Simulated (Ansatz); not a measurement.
The system is Au.

```xyz
1
Lattice="2.7484 0.0000 0.0000 0.0000 2.7484 0.0000 0.0000 0.0000 2.7484" Properties=species:S:1:pos:R:3 pbc="T T T"
Au    1.3742    1.3742    1.3742
```

The cell was built by a generator and needn't be a form met in nature.

* Program: Ansatz 0.2.0
* Task: relaxation of cell and atoms
* Functional: HSEsol
* Potentials or basis: Ansatz PAW
* Cutoff: 420 eV (not typed: the program's choice for these potentials)
* k mesh: 5 × 5 × 5
* Occupations: fermi-dirac, width 0.05 eV
* Spin: no spin polarisation

At the start: volume 20.76 Å³/atom.

Task: How do energy, volume and symmetry change on relaxing?

Result: It ends after 4 steps and the volume is 19.75 Å³/atom (-4.9 %); space group Pm-3m (No. 221, to 0.05 Å).

The path:
```
step  energy change (eV)  largest force (eV/Å)  volume (Å³)
   1              0.0000                0.0000        20.76
   2             -0.0187                0.0000        19.88
   3             -0.0192                0.0000        19.75
   4             -0.0184                0.0000        19.75
```

Final structure:
```
Au
1.0
     2.70298    0.00000    0.00000
     0.00000    2.70298    0.00000
     0.00000    0.00000    2.70298
Au
1
Direct
  0.50000 0.50000 0.50000
```

Caveat: the k mesh is coarse (spacing up to 0.46 Å⁻¹), so the values aren't converged, least of all with exact exchange; the plane-wave basis is chosen anew once the cell has moved, so the energies of steps on either side of that aren't comparable; the PAW data sets come from PBE, with cores solved anew for the run's functional, which leaves a small shift of forces and pressure.
